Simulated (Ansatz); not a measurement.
GeO2 (rutile)

```yaml
crystal:
  lattice:
    - [4.48750, 0.00000, 0.00000]
    - [0.00000, 4.48750, 0.00000]
    - [0.00000, 0.00000, 2.90497]
  atoms:
    - { symbol: Ge, position: [0.00000, 0.00000, 0.00000] }
    - { symbol: Ge, position: [0.50000, 0.50000, 0.50000] }
    - { symbol: O, position: [0.30714, 0.30714, 0.00000] }
    - { symbol: O, position: [0.80714, 0.19286, 0.50000] }
    - { symbol: O, position: [0.19286, 0.80714, 0.50000] }
    - { symbol: O, position: [0.69286, 0.69286, 0.00000] }
```

In this cell atom 2 (Ge, nearest neighbour O at 1.899 Å; its periodic images, 2.9 Å or more away, move with it) is moved by s along Cartesian x, unit vector (1.000, 0.000, 0.000); all other atoms and the cell stay fixed.

Calculation: PBE (plane waves to 420 eV, PAW, scalar-relativistic; Ansatz, a first-principles code). k mesh 6×6×9 (Γ-centred), Fermi-Dirac smearing 0.05 eV. E stands for the smeared free energy. Stress and pressure are positive under compression. F∥ is the force on the atom along that direction. F⊥ is the part of the force across the line. GeO2 was relaxed with its symmetry unable to fall. ΔE is measured from the undisplaced structure.

| s (Å) | ΔE (meV/cell) | P (GPa) | |F⊥| (eV/Å) | F∥ (eV/Å) |
|---|---|---|---|---|
| -0.570 | 3325 | 20.2 | 1.061 | 10.417 |
| -0.456 | 2208 | 13.5 | 0.535 | 9.073 |
| -0.342 | 1276 | 7.9 | 1.225 | 7.214 |
| -0.228 | 577 | 3.6 | 1.212 | 4.993 |
| -0.114 | 146 | 0.9 | 0.724 | 2.550 |
| 0.000 | 0 | 0.0 | 0.000 | 0.000 |
| 0.114 | 146 | 0.9 | 0.724 | -2.550 |
| 0.228 | 577 | 3.6 | 1.212 | -4.993 |
| 0.342 | 1276 | 7.9 | 1.225 | -7.214 |
| 0.456 | 2208 | 13.5 | 0.535 | -9.073 |
| 0.570 | 3325 | 20.2 | 1.061 | -10.417 |

Summary:

The energy at s = 0.570 Å comes out as 3325 meV/cell, the force along the line at s = -0.570 Å is 10.4 eV/Å and the force constant k = d²E/ds² at s = 0 (finite differences) is 22.5 eV/Å². Symmetry of the curve: even: the same for both signs. Shape of the curve: a single well with its minimum at or next to zero displacement. Harmonic estimate at the end of the scan: ½ks² = 3658 meV/cell against the computed 3325 meV/cell, so the well is softer than harmonic there.

The 11 points together took around 100 core-seconds (rough).

(A displaced cell: forces are minus the slopes of the energy, force constants its curvatures, and phonons follow from these.)
